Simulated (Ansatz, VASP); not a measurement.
## Two plane-wave programs on ZnS (Wurtzite-2H)

Contents of INCAR:

```
SYSTEM = ZnS
PREC = Accurate
ENCUT = 520
EDIFF = 1E-6
ISMEAR = 0
SIGMA = 0.016
LREAL = .FALSE.
LASPH = .TRUE.
NELM = 60
ALGO = Normal
ISIF = 2
LWAVE = .FALSE.
LCHARG = .FALSE.
GGA = PE
```

Contents of KPOINTS:

```
Automatic mesh
0
G
  8 8 5
  0 0 0
```

POSCAR

```
ZnS
1.0
    3.8110000000      0.0000000000      0.0000000000
   -1.9055000000      3.3004228138      0.0000000000
    0.0000000000      0.0000000000      6.2340000000
Zn S
2 2
Direct
    0.6666666667      0.3333333333      0.5000000000
    0.3333333333      0.6666666667      0.0000000000
    0.6666666667      0.3333333333      0.8850000000
    0.3333333333      0.6666666667      0.3850000000
```

input.yaml

```yaml
crystal:
  lattice:
    - [3.811, 0.0, 0.0]
    - [-1.9055, 3.3004228138, 0.0]
    - [0.0, 0.0, 6.234]
  atoms:
    - { symbol: Zn, position: [0.6666666667, 0.3333333333, 0.5] }
    - { symbol: Zn, position: [0.3333333333, 0.6666666667, 0.0] }
    - { symbol: S, position: [0.6666666667, 0.3333333333, 0.885] }
    - { symbol: S, position: [0.3333333333, 0.6666666667, 0.385] }
hamiltonian:
  xc: pbe
  pseudopotentials: { kind: paw }
kpoints:
  mp_grid: { grid: [8, 8, 5] }
scf:
  occupations: { method: gaussian, width: 0.016 }
output:
  forces: true
  stress: true
  eigenvalues: true
```

Alike in both runs: task single point; functional PBE; k mesh 8 × 8 × 5; occupations gaussian, width 0.016 eV; no spin polarisation.

```csv
,VASP,Ansatz
version,VASP 6.6.1,Ansatz 0.2.0
potentials or method,"VASP PAW PBE potentials, release 64 (Zn, S)",Ansatz PAW
plane-wave cutoff (eV),520,420
valence electrons in the cell,36,36
```

Ansatz gave:

| Property | Result |
| --- | --- |
| gap on the k mesh at the Fermi level (eV) | 2.25 |
| least direct gap on the mesh (eV) | 2.25 |
| pressure (GPa) | 2.3 |
| largest component of the traceless stress (GPa) | 1.35 |
| rms of the force components (eV/Å) | 0.184 |

Task: Which values does VASP return?

Result: gap on the k mesh at the Fermi level (eV): 2.25; least direct gap on the mesh (eV): 2.25; pressure (GPa): 2.5; largest component of the traceless stress (GPa): 1.37; rms of the force components (eV/Å): 0.186.

Atom by atom the forces differ by 0.002 eV/Å (rms over components). The functional is the same, so the differences come from potentials, cutoffs and numerics.

Caveats: odd divisions of the mesh miss points on the zone boundary, where band edges often lie, so the gap on the mesh can be too wide (Ansatz). As with any semilocal functional, this PBE gap is likely too small.
